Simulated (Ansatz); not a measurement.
# MnS (F-43m) in Ansatz: further runs

One crystal, MnS, is run at these levels: PBE; tasks: single point.

Everything below comes from runs of Ansatz 0.2.0. Logs are shortened: lines on timing, memory, paths and dates and some standing lists are left out, and cuts for length are marked.

### 1 The crystal as given

Symmetry: F-43m, No. 216, cubic system. Conventional cell: a = 4.947 Å, b = 4.947 Å, c = 4.947 Å, α = 90.00°, β = 90.00°, γ = 90.00°. Mn (site symmetry -43m) has 4 S at 2.14 Å as nearest neighbours. Around S (site symmetry -43m) lie 4 Mn at 2.14 Å.

The cell is a database's computed one.

### 2 Single point, PBE, collinear spin, ferromagnetic start

Contents of input.yaml:

```yaml
crystal:
  lattice:
    - [0.0, 2.4734634191, 2.4734634191]
    - [2.4734634191, 0.0, 2.4734634191]
    - [2.4734634191, 2.4734634191, 0.0]
  atoms:
    - { symbol: Mn, position: [0.0, 0.0, 0.0], spin: 4.0 }
    - { symbol: S, position: [0.75, 0.75, 0.75] }
hamiltonian:
  xc: pbe
  pseudopotentials: { kind: paw }
magnetization:
  spin_polarized: true
kpoints:
  mp_grid: { grid: [9, 9, 9] }
scf:
  occupations: { method: gaussian, width: 0.019 }
output:
  forces: true
  stress: true
  eigenvalues: true
```

Potentials or basis: Ansatz PAW.

Run with:

```console
ansatz run input.yaml --threads 2 --pin off --max-ram 5632MiB --backend cpu --events-out ev --progress --plain --runs-dir out
```

Standard output:

```text
Warning: RAYON_NUM_THREADS=2 ignored (pool sized by the plan → 2); use --threads N
Engine: ansatz 0.2.0, x86_64-unknown-linux-gnu
Pseudopotentials: kind: paw
Pseudopotential: Mn, paw, valence charge 15, recommended cutoff 420 eV (normal), Mn.paw.azcp
Pseudopotential: S, paw, valence charge 6, recommended cutoff 420 eV (normal), S.paw.azcp
Functional definition: PBE
  parameter kappa = 0.804
  parameter beta = 0.06672455060314922
  exchange = pbe_x(kappa = kappa, mu = beta*pi^2/3)
  correlation = pbe_c(beta = beta)
Crystal: 2 atoms, lattice volume = 30.265 Å³
Basis set: ecut = 420 eV, 609 PW (Γ), exchange–correlation on 48×48×48 points (8 copies of the dense FFT grid, shifted against one another)
Bands: 17, of which v1, the nominal top of the filled ones, is band 11 counted from 1 (10 counted from 0)
Symmetry: 24 space group operations
Space group: F-43m (ITA 216), of the structure as read, at distance tolerance 3.1e-5 Å
Magnetic group: BNS 216.74 (UNI 1576), of the structure as read, at distance tolerance 3.1e-5 Å
k-points: 35 of 729 (time reversal used)
Non-local potential: Mn, projectors of the file, l = 0: 3, l = 1: 2, l = 2: 3, l = 3: 1
Non-local potential: S, projectors of the file, l = 0: 2, l = 1: 2, l = 2: 2
PAW form: soft (Blöchl's): semilocal exchange-correlation on the pseudo side does not see the compensation charge
PAW one-centre angular grid: Mn, 590 points (default); XC on 64 Gauss nodes
PAW one-centre angular grid: S, 110 points (default); XC on 64 Gauss nodes
Initial density: superposition of atomic densities (chi_scale 0.1, normalization cell, long waves kept (reshape's long-wave potential 0.00 eV rms))
Starting moments: Σ|m| = 4 μB on 1 of 2 sites
Initial wavefunctions: pseudopotential atomic-orbital guess
Functional: x = pbe(κ = 0.804, μ = 0.2195149727645171), c = pbe(β = 0.06672455060314922)
SCF iter   1: F=—  HF=-4799.857542 eV  |F-HF|=—  |Δ(HF+E_count)|=         —  Δρ=6.65e-2 (↑2.92e-2 ↓6.65e-2)  dr2=9.55e-1  dr2_m=5.12e-1  M=3.161 μB ∫|m|=3.209 μB  β_m=0.30  ethr=3.10e-3  ⟨swp⟩=5.5  Hψ=6110  notcnv=0
[... 9 lines left out ...]
SCF iter   7: F=—  HF=-4801.448602 eV  |F-HF|=—  |Δ(HF+E_count)|=   1.41e-2  Δρ=2.38e-2 (↑1.17e-2 ↓2.38e-2)  dr2=5.43e-2  dr2_m=8.39e-2  M=0.460 μB ∫|m|=0.514 μB  β_m=0.98  ethr=9.53e-5  ⟨swp⟩=2.7  Hψ=2475  notcnv=0  defer=139
SCF iter   8: F=—  HF=-4801.513080 eV  |F-HF|=—  |Δ(HF+E_count)|=   6.45e-2  Δρ=2.36e-2 (↑2.36e-2 ↓1.05e-2)  dr2=2.35e-1  dr2_m=1.42e-2  M=0.289 μB ∫|m|=0.320 μB  β_m=0.70  ethr=9.53e-5  ⟨swp⟩=3.6  Hψ=2975  notcnv=0  defer=142
SCF iter   9: F=—  HF=-4801.450020 eV  |F-HF|=—  |Δ(HF+E_count)|=   6.31e-2  Δρ=3.70e-3 (↑3.70e-3 ↓2.70e-3)  dr2=7.87e-4  dr2_m=2.57e-3  M=0.249 μB ∫|m|=0.275 μB  β_m=0.85  ethr=9.53e-5  ⟨swp⟩=3.0  Hψ=2810  notcnv=0  defer=148
SCF iter  10: F=—  HF=-4801.450696 eV  |F-HF|=—  |Δ(HF+E_count)|=   6.76e-4  Δρ=2.34e-3 (↑1.12e-3 ↓2.34e-3)  dr2=6.00e-4  dr2_m=7.91e-4  M=0.224 μB ∫|m|=0.241 μB  β_m=0.93  ethr=3.75e-6  ⟨swp⟩=2.5  Hψ=2320  notcnv=0  defer=146
SCF iter  11: F=—  HF=-4801.450795 eV  |F-HF|=—  |Δ(HF+E_count)|=   9.90e-5  Δρ=1.19e-3 (↑1.19e-3 ↓1.05e-3)  dr2=1.81e-5  dr2_m=3.41e-4  M=0.225 μB ∫|m|=0.244 μB  β_m=0.85  ethr=2.86e-6  ⟨swp⟩=2.0  Hψ=1624  notcnv=0  defer=146
SCF iter  12: F=—  HF=-4801.450779 eV  |F-HF|=—  |Δ(HF+E_count)|=   1.58e-5  Δρ=4.95e-4 (↑4.29e-4 ↓4.95e-4)  dr2=4.89e-6  dr2_m=5.79e-5  M=0.225 μB ∫|m|=0.242 μB  β_m=0.93  ethr=8.62e-8  ⟨swp⟩=2.7  Hψ=1947  notcnv=0  defer=146
SCF iter  13: F=—  HF=-4801.450776 eV  |F-HF|=—  |Δ(HF+E_count)|=   3.74e-6  Δρ=1.39e-4 (↑8.18e-5 ↓1.39e-4)  dr2=1.54e-6  dr2_m=3.30e-6  M=0.224 μB ∫|m|=0.242 μB  β_m=0.96  ethr=2.33e-8  ⟨swp⟩=2.2  Hψ=1594  notcnv=0  defer=146
SCF iter  14: F=—  HF=-4801.450775 eV  |F-HF|=—  |Δ(HF+E_count)|=   3.16e-7  Δρ=1.05e-5 (↑4.97e-6 ↓1.05e-5)  dr2=4.09e-8  dr2_m=1.19e-8  M=0.224 μB ∫|m|=0.242 μB  β_m=0.98  ethr=7.31e-9  ⟨swp⟩=1.7  Hψ=1351  notcnv=0  defer=146
SCF iter  15: F=—  HF=-4801.450775 eV  |F-HF|=—  |Δ(HF+E_count)|=   4.74e-9  Δρ=3.10e-6 (↑3.10e-6 ↓1.96e-6)  dr2=1.60e-9  dr2_m=1.57e-9  M=0.224 μB ∫|m|=0.242 μB  β_m=0.99  ethr=1.95e-10  ⟨swp⟩=2.4  Hψ=1638  notcnv=0  defer=146
SCF iter  16: F=-4801.450775 eV  HF=-4801.450775 eV  |F-HF|=1.87e-10  |Δ(HF+E_count)|=  4.98e-10  Δρ=1.27e-6 (↑3.84e-7 ↓1.27e-6)  dr2=4.19e-10  dr2_m=1.28e-10  M=0.224 μB ∫|m|=0.242 μB  ethr=7.63e-12  ⟨swp⟩=6.3  Hψ=4907  notcnv=0
SCF 1 converged in 16 iterations: F = -4801.450775 eV  dr2 = 4.19e-10
at 1 of the mixer's solves, the last at iteration 5, it left a direction of its history that read negative out of its fit and stepped the other way along it
SCF converged after 16 iterations
Magnetization: 0.2243 μB (10.6121 up, 10.3879 down)
Absolute magnetization: 0.2415 μB (∫|ρ↑−ρ↓|, with the PAW one-centre terms)
Spin contamination: 0.0050 ħ² per cell (⟨S²⟩ above its minimum at these occupations)
Per-site moments (μB) at R_I (Å): [(0.1925105243778769, 0.8836088894622478), (-0.0012957102540891866, 0.8836088894622478)]
Free energy (F): -4801.450775 eV
Harris-Foulkes:  -4801.450775 eV  (|F-HF|=1.87e-10)
Internal energy: -4801.450320 eV  (E = F + TS)
E sigma→0 (E₀):  -4801.450548 eV
Entropy (-TS):   -0.000455 eV (-0.228 meV/atom)
Fermi energy:    11.739424 eV
--- Per-component energies (eV) ---
  E_band       = -259.669100
  E_kinetic    = 420.972411
  E_local      = -2443.397256  (includes V_loc(G=0)·N_el)
  E_nonlocal   = 269.271762
  E_hartree    = 1017.253550
  E_xc         = -212.900584
  E_vxc        = -235.909251  (∫ρ·V_xc dr)
  E_paw        = -1900.944734  (= ΣΔE_a)
  E_vpaw       = -305.112760  (= ΣTr[D̂ρ^β])
  E_aug_tail   = -0.000008  (compensation charges beyond the density's cutoff)
  E_ewald      = -1951.705460
  E_smearing   = -0.000455  (= −TS)
  E_closure    = -0.000000  (closes the sum)
  Σ components = -4801.450775   (vs F -4801.450775, Δ=0.00e0)
--- Forces (eV/Å), atoms counted from 1 ---
  atom   1  Mn     0.00000000    -0.00000000     0.00000000
  atom   2  S     -0.00000000     0.00000000    -0.00000000
  max |Σ_I F_I| component: 3.01e-16 eV/Å
--- Stress (GPa, compression-positive) ---
        2.887703      -0.000000       0.000000
       -0.000000       2.887703      -0.000000
        0.000000      -0.000000       2.887703
  P = ⅓ Tr σ = 2.8877 GPa (28.877 kbar)
--- Band table (eV; the first three rows and the last of 70) ---
  k-point 0 ↑: bands = ["-67.2313", "-36.0390", "-36.0390", "-36.0390", "-3.5768", "7.0086", "7.0086", "7.0086", "10.8280", "10.8280", "15.4181", "15.4181", "15.4181", "15.5035", "19.5311", "19.5311", "19.5311"]
  k-point 1 ↑: bands = ["-67.2311", "-36.0421", "-36.0395", "-36.0395", "-3.4487", "6.7613", "7.0515", "7.0515", "10.7975", "10.7975", "14.5703", "15.2422", "15.2422", "16.2089", "19.5098", "19.7959", "19.7959"]
  k-point 2 ↑: bands = ["-67.2306", "-36.0498", "-36.0407", "-36.0407", "-3.1030", "6.1780", "7.1502", "7.1502", "10.7779", "10.7779", "13.3181", "14.7832", "14.7832", "17.0481", "19.6525", "20.2534", "20.2534"]
  k-point 34 ↓: bands = ["-67.0135", "-35.8491", "-35.8426", "-35.8372", "-1.8947", "5.8417", "6.5149", "7.5528", "10.0872", "10.8996", "11.7821", "12.3636", "13.2374", "18.7528", "20.4287", "21.0184", "22.2297"]
```

Wall time 9.4 s (2 threads of Intel Xeon at 2.50GHz (Skylake/Cascade Lake), shared host); peak memory 0.35 GiB.

Results:

```yaml
Free_energy: -4801.4508 eV
Pressure: 2.9 GPa
Band_gap_on_the_k_mesh: none (metal or under the smearing width)
Net_moment: 0.22 μB per cell
Absolute_moment: 0.24 μB per cell
Site_moments: Mn +0.19; S -0.00 μB
```

Levels at points of the mesh, in eV from the Fermi level:
Spin up:
```tsv
k point	band 7	band 8	band 9	band 10	band 11	band 12	band 13	band 14	band 15	band 16
(0.00, 0.00, 0.00)	-4.73	-4.73	-0.91	-0.91	3.68	3.68	3.68	3.76	7.79	7.79
```
Spin down:
```
           k point  band 8  band 9  band 10  band 11  band 12  band 13
(0.00, 0.00, 0.00)   -4.69   -0.62    -0.62     3.74     3.74     3.74
```

Caveat: the moment fell far below its start of 4 μB, so a state of higher moment may lie lower in energy; semilocal functionals often make such compounds metallic where correlation or magnetic order opens a gap, which also shifts bond lengths; the starting moments weren't kept. With open d or f shells a metallic result of PBE can be an artefact of self-interaction; +U or a hybrid may open a gap.

(Part 1 of 2 ends here.)
